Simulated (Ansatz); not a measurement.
Ansatz input

```yaml
crystal:
  lattice:
    - [0.0, 4.9839760885, 4.9839760885]
    - [4.9839760885, 0.0, 4.9839760885]
    - [4.9839760885, 4.9839760885, 0.0]
  atoms:
    - { symbol: K, position: [0.125, 0.125, 0.125] }
    - { symbol: K, position: [0.875, 0.875, 0.875] }
hamiltonian:
  xc: rpbe
  pseudopotentials:
    kind: paw
    azcp:
      K: "pseudopotentials/K.paw.azcp"
basis:
  ecutwfc: 420
  fft_grid_basis: typed
kpoints:
  mp_grid: { grid: [6, 6, 6], shift: [0, 0, 0] }
magnetization:
  spin_polarized: false
scf:
  occupations: { method: fermi_dirac, width: 0.1 }
  lower_state_search: "off"
output:
  stress: true
```

Terminal output

```
Engine: ansatz 0.2.0, aarch64-unknown-linux-gnu
Pseudopotentials: kind: paw
Pseudopotential: K, paw, valence charge 9, recommended cutoff 420 eV (normal) 
Functional definition: RPBE
  parameter kappa = 0.804
  parameter beta = 0.06672455060314922
  exchange = rpbe_x(kappa = kappa, mu = beta*pi^2/3)
  correlation = pbe_c(beta = beta)
Crystal: 2 atoms, lattice volume = 247.604 Å³
Basis set: ecut = 420 eV, 4909 PW (Γ)
Bands: 13, of which v1, the nominal top of the filled ones, is band 9 counted from 1 (8 counted from 0)
Symmetry: 48 space group operations
Space group: Fd-3m (ITA 227), of the structure as read, at distance tolerance 6.3e-5 Å
k-points: 16 of 216
Non-local potential: K, projectors of the file, l = 0: 3, l = 1: 2, l = 2: 2
PAW form: soft (Blöchl's): semilocal exchange-correlation on the pseudo side does not see the compensation charge
PAW frozen core: K, regenerated for the run's functional, and the local potential with it (the file was generated under x = pbe(κ = 0.804, μ = 0.2195149727645171), c = pbe(β = 0.06672455060314922))
PAW one-centre angular grid: K, 110 points (default); XC on 64 Gauss nodes
Initial density: superposition of atomic densities (neutral atoms: chi_scale 0, normalization atom), corrected by the library's trained network
Initial wavefunctions: pseudopotential atomic-orbital guess
Functional: x = rpbe, c = pbe(β = 0.06672455060314922)
SCF iter   1: F=—  HF=-3083.603459 eV  |F-HF|=—  |Δ(HF+E_count)|=         —  Δρ=1.47e-3  dr2=1.16e-2  ethr=1.77e-3  ⟨swp⟩=6.1  Hψ=1309  notcnv=0
SCF iter   2: F=—  HF=-3083.607465 eV  |F-HF|=—  |Δ(HF+E_count)|=   4.01e-3  Δρ=9.19e-4  dr2=8.52e-3  ethr=6.43e-5  ⟨swp⟩=1.2  Hψ=342  notcnv=0
SCF iter   3: F=—  HF=-3083.615502 eV  |F-HF|=—  |Δ(HF+E_count)|=   8.04e-3  Δρ=4.90e-4  dr2=4.34e-3  ethr=4.73e-5  ⟨swp⟩=2.0  Hψ=270  notcnv=0
SCF iter   4: F=—  HF=-3083.619998 eV  |F-HF|=—  |Δ(HF+E_count)|=   4.50e-3  Δρ=3.21e-4  dr2=1.76e-3  ethr=2.41e-5  ⟨swp⟩=2.1  Hψ=242  notcnv=0
SCF iter   5: F=—  HF=-3083.622664 eV  |F-HF|=—  |Δ(HF+E_count)|=   2.67e-3  Δρ=9.84e-5  dr2=4.89e-5  ethr=9.79e-6  ⟨swp⟩=2.7  Hψ=310  notcnv=0
SCF iter   6: F=—  HF=-3083.622698 eV  |F-HF|=—  |Δ(HF+E_count)|=   3.40e-5  Δρ=3.99e-5  dr2=1.97e-5  ethr=2.72e-7  ⟨swp⟩=2.8  Hψ=335  notcnv=0
SCF iter   7: F=—  HF=-3083.622744 eV  |F-HF|=—  |Δ(HF+E_count)|=   4.61e-5  Δρ=8.21e-6  dr2=3.48e-7  ethr=1.09e-7  ⟨swp⟩=2.1  Hψ=243  notcnv=0
SCF iter   8: F=—  HF=-3083.622746 eV  |F-HF|=—  |Δ(HF+E_count)|=   1.31e-6  Δρ=3.39e-6  dr2=1.01e-7  ethr=5.56e-10  ⟨swp⟩=4.9  Hψ=616  notcnv=0
SCF iter   9: F=-3083.622746 eV  HF=-3083.622746 eV  |F-HF|=1.15e-8  |Δ(HF+E_count)|=   3.37e-7  Δρ=6.78e-7  dr2=5.67e-9  ethr=5.56e-10  ⟨swp⟩=4.8  Hψ=610  notcnv=0
SCF 1 converged in 9 iterations: F = -3083.622746 eV  dr2 = 5.67e-9
SCF converged after 9 iterations
Free energy (F): -3083.622746 eV
Harris-Foulkes:  -3083.622746 eV  (|F-HF|=1.15e-8)
Internal energy: -3083.564910 eV  (E = F + TS)
E sigma→0 (E₀):  -3083.593828 eV
Entropy (-TS):   -0.057837 eV (-28.918 meV/atom)
Fermi energy:    0.263455 eV
--- Per-component energies (eV) ---
  E_band       = -321.703471
  E_kinetic    = 503.543518
  E_local      = -1816.831460  (includes V_loc(G=0)·N_el)
  E_nonlocal   = 24.344873
  E_hartree    = 674.701314
  E_xc         = -268.224297
  E_vxc        = -325.577903  (∫ρ·V_xc dr)
  E_paw        = -1570.679546  (= ΣΔE_a)
  E_vpaw       = -56.586161  (= ΣTr[D̂ρ^β])
  E_aug_tail   = -0.000007  (compensation charges beyond the density's cutoff)
  E_ewald      = -630.320696
  E_core_change = -0.098611  (= ΣΔE_core)
  E_smearing   = -0.057837  (= −TS)
  E_closure    = -0.000000  (closes the sum)
  Σ components = -3083.622746   (vs F -3083.622746, Δ=0.00e0)
--- Stress (GPa, compression-positive) ---
        0.007120      -0.000000       0.000000
       -0.000000       0.007120       0.000000
        0.000000       0.000000       0.007120
  P = ⅓ Tr σ = 0.0071 GPa (0.071 kbar)
```
